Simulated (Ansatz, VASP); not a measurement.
**One calculation of VH2, two programs**

The input INCAR:

```
ALGO     = Normal         # electronic algorithm
EDIFF    = 1E-7           # SCF threshold, eV
ENCUT    = 520            # plane-wave cutoff, eV
GGA      = PS             # functional
ISIF     = 2              # what is computed and relaxed
ISMEAR   = 0              # smearing method
LASPH    = True           # aspherical terms in the spheres
LCHARG   = False          # write CHGCAR
LREAL    = False          # projectors in reciprocal space
LWAVE    = False          # write WAVECAR
NBANDS   = 14             # bands
NELM     = 100            # most SCF steps
PREC     = Accurate       # precision mode
SIGMA    = 0.1            # smearing width, eV
```

Contents of KPOINTS:

```
k-points
0
Gamma
  18 18 18
```

Contents of POSCAR:

```
VH2
1.0
    0.0000000000      2.1027043110      2.1027043110
    2.1027043110      0.0000000000      2.1027043110
    2.1027043110      2.1027043110      0.0000000000
V H
1 2
Direct
    0.0000000000      0.0000000000      0.0000000000
    0.2500000000      0.2500000000      0.2500000000
    0.7500000000      0.7500000000      0.7500000000
```

Input for Ansatz:

```yaml
crystal:
  lattice:
    - [0.0, 2.102704311, 2.102704311]
    - [2.102704311, 0.0, 2.102704311]
    - [2.102704311, 2.102704311, 0.0]
  atoms:
    - { symbol: V, position: [0.0, 0.0, 0.0] }
    - { symbol: H, position: [0.25, 0.25, 0.25] }
    - { symbol: H, position: [0.75, 0.75, 0.75] }
basis:
  ecutwfc: 420
kpoints:
  mp_grid: { grid: [18, 18, 18] }
hamiltonian:
  xc: pbesol
scf:
  occupations: { method: gaussian, width: 0.1 }
output:
  forces: true
  stress: true
  eigenvalues: true
```

Alike in both runs: task single point; functional PBEsol; k mesh 18 × 18 × 18; occupations gaussian, width 0.1 eV; no spin polarisation.

|  | VASP | Ansatz |
| --- | --- | --- |
| version | VASP 6.6.1 | Ansatz 0.2.0 |
| potentials or method | VASP PAW PBE potentials, release 64 (V_sv, H) | scalar-relativistic, plane waves, PAW |
| plane-wave cutoff (eV) | 520 | 420 |
| valence electrons in the cell | 15 | 15 |

Ansatz gave:

| Property | Result |
| --- | --- |
| gap on the k mesh at the Fermi level (eV) | none |
| pressure (GPa) | -5.3 |

Question: What did VASP give for the same quantities?

Answer: gap on the k mesh at the Fermi level (eV): none; pressure (GPa): -5.2.

A gap of «none» marks a metal or a gap that the smearing closes. With one functional, cell and mesh, what is left measures potentials, basis and numerics.

Caveats: the PAW data sets were made with another functional, which shifts forces and pressure a little (VASP).
